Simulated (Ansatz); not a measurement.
Runs of Ansatz 0.2.0 on Sc. Symmetry: Fm-3m, No. 225, cubic system. The conventional cell has a = 4.520 Å, b = 4.520 Å, c = 4.520 Å, α = 90.00°, β = 90.00°, γ = 90.00°. Sc (site symmetry m-3m) is surrounded by 12 Sc at 3.20 Å. This isn't the form of Sc at room conditions, which is hcp.

```csv
task,level,potentials or basis,spin,cell,k mesh,cutoff (eV),smearing,driver,broadening,points for each segment of the path,atoms under strain,gap on the mesh (eV),pressure (GPa),moment (μB)
optical spectrum,BLYP+D4,PseudoDojo standard,"collinear, ferromagnetic start",as given,10 × 10 × 10,1061,fermi-dirac 0.1 eV,chain,0.05 eV,-,-,none,-,(b)
band structure,SVWN5,PseudoDojo standard (LDA files),off,as given,10 × 10 × 10,1061,fermi-dirac 0.1 eV,-,-,14,-,none,-1.5,-
elastic constants,r2SCAN,SSSP precision PAW,"collinear, random start",volume scaled by 1.15,7 × 7 × 7,1225,cold 0.025 eV,-,-,-,relaxed,none,-2.9,0.08
band structure,rPW86-PBE+D3(BJ),PseudoDojo stringent,off,as given,10 × 10 × 10,1061,tetrahedron,chain,-,14,-,none,0.8,-
single point,RPBE+D3(BJ),SSSP precision PAW,off,volume scaled by 1.15,10 × 10 × 10,1225,fermi-dirac 0.15 eV,-,-,-,-,none,(a),-
```

Task: Estimate the missing entries.

Result: (a) -19.7; (b) 0.00.

Caveats: pairwise dispersion overbinds metals, which lowers pressure and volume (some runs); the potentials were made for another functional, which shifts forces and pressure (some runs); spectra need much finer meshes, so this one isn't converged (some runs); independent-particle spectra lack excitons (some runs); the intraband (Drude) part of a metal's response may be missing (some runs); the starting moments weren't kept (some runs); the magnetic or orbital state may not be the lowest (some runs).

A gap of «none» marks a metal or a gap under the smearing width.
